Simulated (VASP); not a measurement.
# Cs (I4/mmm) in VASP: further runs

Runs on Cs. Level: PBE. Tasks: single point.

Program: VASP 6.6.1. These are calculated values, not measurements. Logs are shortened: lines on timing, memory, paths and dates and some standing lists are left out, and cuts for length are marked.

### Step 1. The crystal as given

It takes space group I4/mmm (No. 139, tetragonal). The conventional cell has a = 5.500 Å, b = 5.500 Å, c = 8.194 Å, α = 90.00°, β = 90.00°, γ = 90.00°.

This isn't the form of Cs at room conditions, which is bcc.

### Step 2. Single point, PBE

Input file INCAR:

```
PREC = Accurate
ENCUT = 450
EDIFF = 1E-6
ISMEAR = 1
SIGMA = 0.05
LREAL = False
LASPH = True
NELM = 100
ALGO = Normal
ISIF = 2
LWAVE = False
LCHARG = False
GGA = PE
NBANDS = 10
ADDGRID = False
```

Input file KPOINTS:

```
regular mesh
0
Gamma
  5 5 5
```

Input file POSCAR:

```
Cs
1.0
   -2.7500754600      2.7500754600      4.0972389800
    2.7500754600     -2.7500754600      4.0972389800
    2.7500754600      2.7500754600     -4.0972389800
Cs
1
Direct
    0.0000000000      0.0000000000      0.0000000000
```

Potentials or basis: VASP PAW PBE potentials, release 64 (Cs_sv).

On the command line:

```sh
> cat potpaw_PBE.64/Cs_sv/POTCAR > POTCAR
> mpirun -np 1 vasp_std > vasp.out
```

OUTCAR:

```text
PREC = Accurate
   ENCUT = 450
   EDIFF = 1E-6
   ISMEAR = 1
   LREAL = False
   LASPH = True
   NELM = 100
   ISIF = 2
   GGA = PE

 Found     18 irreducible k-points:

 Following reciprocal coordinates:
            Coordinates               Weight
  0.000000  0.000000  0.000000      1.000000
  0.200000  0.000000  0.000000      8.000000
  0.400000  0.000000  0.000000      8.000000
  0.200000  0.200000  0.000000      8.000000
  0.400000  0.200000  0.000000     16.000000
 -0.400000  0.200000  0.000000     16.000000
   k-points           NKPTS =     18   k-points in BZ     NKDIM =     18   number of bands    NBANDS=     10
   number of dos      NEDOS =    301   number of ions     NIONS =      1
   total plane-waves  NPLWV =  64000
   dimension x,y,z NGX =    40 NGY =   40 NGZ =   40
   dimension x,y,z NGXF=    80 NGYF=   80 NGZF=   80
   ions per type =               1
   NGX,Y,Z   is equivalent  to a cutoff of  11.77, 11.77, 11.77 a.u.
   NGXF,Y,Z  is equivalent  to a cutoff of  23.54, 23.54, 23.54 a.u.
 SYSTEM =  unknown system
   PREC   = accura    normal or accurate (medium, high low for compatibility)
   ISTART =      0    job   : 0-new  1-cont  2-samecut
   ICHARG =      2    charge: 1-file 2-atom 10-const
   ISPIN  =      1    spin polarized calculation?
   LNONCOLLINEAR =      F non collinear calculations
   LSORBIT =      F    spin-orbit coupling
   LASPH  =      T    aspherical Exc in radial PAW
   ENCUT  =  450.0 eV  33.07 Ry    5.75 a.u.   9.77  9.77  9.77*2*pi/ulx,y,z
   NELM   =    100;   NELMIN=  2; NELMDL= -5     # of ELM steps
   EDIFF  = 0.1E-05   stopping-criterion for ELM
   LREAL  =      F    real-space projection
   EDIFFG = 0.1E-04   stopping-criterion for IOM
   NSW    =      0    number of steps for IOM
   IBRION =     -1    ionic relax: 0-MD 1-quasi-New 2-CG
   NFREE  =      0    steps in history (QN), initial steepest desc. (CG)
   ISIF   =      2    stress and relaxation
   ISYM   =      2    0-nonsym 1-usesym 2-fastsym
   POTIM  = 0.5000    time-step for ionic-motion
   TEBEG  =    0.0;   TEEND  =   0.0 temperature during run
   PSTRESS=    0.0 pullay stress
   NELECT =       9.0000    total number of electrons
   NUPDOWN=      -1.0000    fix difference up-down
   EMIN   =  10.00;   EMAX   =-10.00  energy-range for DOS
   EFERMI =   0.00;   METHOD = LEGACY
   ISMEAR =     1;   SIGMA  =   0.05  broadening in eV -4-tet -1-fermi 0-gaus
   EFERMI_NEDOS =   21; number of points for ismear=-14 and -15
   IALGO  =     38    algorithm
   IMIX   =      4    mixing-type and parameters
     AMIX     =   0.40;   BMIX     =  1.00
     AMIX_MAG =   1.60;   BMIX_MAG =  1.00
  volume/ion in A,a.u.               =     123.95       836.44
  Fermi-wavevector in a.u.,A,eV,Ry     =   0.682981  1.290648  6.346621  0.466463
  Thomas-Fermi vector in A             =   1.762213
   LORBIT       =      0    0 simple, 1 ext, 2 COOP (PROOUT), +10 PAW based schemes
   GGA     = PE    functional components
   LHFCALC =     F    Hartree Fock is set to
   AEXX    =    0.0000 exact exchange contribution
   IVDW    =     0    specifies the selected vdW correction
   LEPSILON=     F    determine dielectric tensor
   LRPA    =     F    only Hartree local field effects (RPA)
 non-spin polarized calculation
 Methfessel and Paxton  Order N= 1 SIGMA  =   0.05
  energy-cutoff  :      450.00
  volume of cell :      123.95
 maximum number of plane-waves:      2719
   NGX = 19   NGY = 19   NGZ = 19

 number of electron       9.0000001 magnetization

 Free energy of the ion-electron system (eV)
  ---------------------------------------------------
  ext. energy  EPLUGINS =         0.00000000
  ---------------------------------------------------
  free energy    TOTEN  =        -0.87161107 eV

  energy without entropy =       -0.87119801  energy(sigma->0) =       -0.87147338

 E-fermi :   0.3355     XC(G=0):  -5.2230

 val. band max:        0.2164848995   @ k =  -0.4000  -0.4000   0.4000
 cond. band min:       0.3429925806   @ k =  -0.4000   0.4000   0.0000
 fundamental gap:      0.1265076811
 Fermi energy:         0.3354554769

 k-point     1 :       0.0000    0.0000    0.0000
  band No.  band energies     occupation
      1     -23.6281      2.00000
      2     -10.3840      2.00000
      3     -10.3817      2.00000
      4     -10.3817      2.00000
      5      -1.3298      2.00000
      6       2.5759      0.00000
      7       2.7390      0.00000
      8       2.7390      0.00000
      9       3.5173      0.00000
     10       3.8391      0.00000

 k-point     2 :       0.2000    0.0000    0.0000
  band No.  band energies     occupation
      1     -23.6266      2.00000
      2     -10.4192      2.00000
      3     -10.3896      2.00000
      4     -10.3853      2.00000
      5      -0.9537      2.00000
      6       2.0952      0.00000
      7       2.6960      0.00000
      8       2.8645      0.00000
      9       3.4435      0.00000
     10       3.6207      0.00000

 k-point     3 :       0.4000    0.0000    0.0000
  band No.  band energies     occupation
      1     -23.6243      2.00000
      2     -10.4773      2.00000
      3     -10.3998      2.00000
      4     -10.3912      2.00000
      5      -0.0423      2.00000
      6       1.2419     -0.00000
      7       2.4800      0.00000
      8       2.7039      0.00000
      9       4.1385      0.00000
     10       4.1598      0.00000

 k-point     4 :       0.2000    0.2000    0.0000
  band No.  band energies     occupation
      1     -23.6249      2.00000
      2     -10.4432      2.00000
      3     -10.4120      2.00000
      4     -10.3935      2.00000
      5      -0.3936      2.00000
      6       1.7975      0.00000
      7       2.1872      0.00000
      8       2.9522      0.00000
      9       3.1967      0.00000
     10       4.2354      0.00000

 k-point     5 :       0.4000    0.2000    0.0000
  band No.  band energies     occupation
      1     -23.6233      2.00000
      2     -10.4731      2.00000
      3     -10.4217      2.00000
      4     -10.4047      2.00000
      5       0.5481     -0.00000
      6       1.0642     -0.00000
      7       2.0011      0.00000
      8       2.7703      0.00000
      9       3.8043      0.00000
     10       4.0836      0.00000

 k-point     6 :      -0.4000    0.2000    0.0000
  band No.  band energies     occupation
      1     -23.6239      2.00000
      2     -10.4618      2.00000
      3     -10.4087      2.00000
      4     -10.4069      2.00000
      5      -0.0518      2.00000
      6       1.4944      0.00000
      7       2.1522      0.00000
      8       2.8856      0.00000
      9       3.5020      0.00000
     10       4.3040      0.00000

 [... further k-points ...]

------------------------ aborting loop because EDIFF is reached ----------------------------------------

  FORCE on cell =-STRESS in cart. coord.  units (eV):
  Direction    XX          YY          ZZ          XY          YZ          ZX
  --------------------------------------------------------------------------------------
  -------------------------------------------------------------------------------------
  Total       -0.0894086     -0.0894086     -0.1143815      0.0000000      0.0000000      0.0000000
  in kB       -1.1557118     -1.1557118     -1.4785157      0.0000000      0.0000000      0.0000000
  external PRESSURE =      -1.2633131 kB  Pullay stress =       0.0000000 kB

 VOLUME and BASIS-vectors are now :
 -----------------------------------------------------------------------------
  energy-cutoff  :      450.00
  volume of cell :      123.95
      direct lattice vectors                 reciprocal lattice vectors
    -2.750075460  2.750075460  4.097238980     0.000000000  0.181813193  0.122033399
     2.750075460 -2.750075460  4.097238980     0.181813193  0.000000000  0.122033399
     2.750075460  2.750075460 -4.097238980     0.181813193  0.181813193  0.000000000

 POSITION                                       TOTAL-FORCE (eV/Angst)
 -----------------------------------------------------------------------------------
      0.00000      0.00000      0.00000         0.000000     -0.000000      0.000000
 -----------------------------------------------------------------------------------
    total drift:                               -0.000000      0.000000     -0.000000

  FREE ENERGIE OF THE ION-ELECTRON SYSTEM (eV)
  ---------------------------------------------------
  free  energy   TOTEN  =        -0.8716110704 eV

  energy  without entropy=       -0.8711980118  energy(sigma->0) =       -0.87147338
```

Run time: 9.9 s. Hardware: 1 thread of Intel Xeon Platinum 8488C (Sapphire Rapids), shared host; peak memory 0.22 GiB.

These settings aren't checked as converged: the numbers below hold their error.

What came out:

| Quantity | Value |
| --- | --- |
| Free energy | -0.8716 eV |
| Pressure | -0.1 GPa |
| Band gap on the k mesh | none (metal or under the smearing width) |

### Step 3. Single point, PBE

This run uses another cell than the first one, of the same volume but with other edges.

INCAR is that of step 2.

KPOINTS is that of step 2.

Input file POSCAR:

```
Cs
1.0
   -2.6528630000      2.7200140000      3.9488130000
    2.8833600000     -2.6988260000      4.0893020000
    2.7318000000      2.7777640000     -3.9345920000
Cs
1
Direct
    0.0073440000      0.0133040000      0.0001460000
```

Potentials or basis: VASP PAW PBE potentials, release 64 (Cs_sv).

On the command line:

```sh
> cat potpaw_PBE.64/Cs_sv/POTCAR > POTCAR
> mpirun -np 1 vasp_std > vasp.out
```

Wall time 28 s (1 thread of Intel Xeon Platinum 8488C (Sapphire Rapids), shared host); peak memory 0.25 GiB.

These settings aren't checked as converged: the numbers below hold their error.

What came out:

```yaml
Free_energy: -0.8691 eV
Pressure: -0.1 GPa
Band_gap_on_the_k_mesh: none (metal or under the smearing width)
```

### Step 4. Single point, PBE

Edit INCAR of step 3 so:

```diff
@@ -4,3 +4,3 @@
 ISMEAR = 1
-SIGMA = 0.05
+SIGMA = 0.02
 LREAL = False
```

KPOINTS is that of step 3.

Input file POSCAR:

```
Cs
1.0
   -2.7500754600      2.7500754600      4.0972389800
    2.7500754600     -2.7500754600      4.0972389800
    2.7500754600      2.7500754600     -4.0972389800
Cs
1
Direct
    0.0000000000      0.0000000000      0.0000000000
```

On the command line:

```sh
> cat potpaw_PBE.64/Cs_sv/POTCAR > POTCAR
> mpirun -np 1 vasp_std > vasp.out
```

Wall time 9.6 s (1 thread of Intel Xeon Platinum 8488C (Sapphire Rapids), shared host); peak memory 0.23 GiB.

These settings aren't checked as converged: the numbers below hold their error.

Results:

| Quantity | Value |
| --- | --- |
| Free energy | -0.8714 eV |
| Pressure | -0.1 GPa |
| Band gap on the k mesh | none (metal or under the smearing width) |
